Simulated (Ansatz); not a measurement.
**AlN: enthalpy against pressure**

AlN, F-43m, a = 4.403 Å. This isn't the usual stable structure of the compound. Ansatz: PBE, PAW, 420 eV, Γ-centred 10×10×10 mesh on 2 atoms, Gaussian smearing 0.02 eV; no spin polarisation. Cell and atoms are relaxed at each pressure, and no other structure is tried; the real crystal is known to change phase within this range, so the rows at high pressure are metastable. y is the enthalpy over the state at zero pressure; there V0 = 10.671 Å³/atom. The pressures are the targets, met within 0.06 GPa.

| P (GPa) | y (eV/atom) |
| --- | --- |
| -2.0 | -0.1339 |
| 0.0 | 0.0000 |
| 2.0 | 0.1326 |
| 5.0 | ? |
| 10.0 | 0.6501 |
| 20.0 | 1.2724 |
| 40.0 | 2.4516 |

Fit y = c1 P + c2 P² + c3 P³ to the other rows, say what c1 and c2 mean, and predict the missing value.

Least squares on the rows shown. y = 0.066578 P − 0.00016379 P² + 7.8970×10⁻⁷ P³. Since dH/dP = V, c1 is V0: 0.066578 eV/GPa × 160.2 = 10.666 Å³ against 10.671; c2 = −V0/(2B0) gives B0 = 203 GPa, where a Birch–Murnaghan fit to the volumes of the same runs (not shown) gives 192 GPa: a cubic over this range folds the higher terms into c2. At P = 5.0 the fit asked for gives 0.3289 eV/atom. The run gave 0.3289 eV/atom, the same to the digits shown.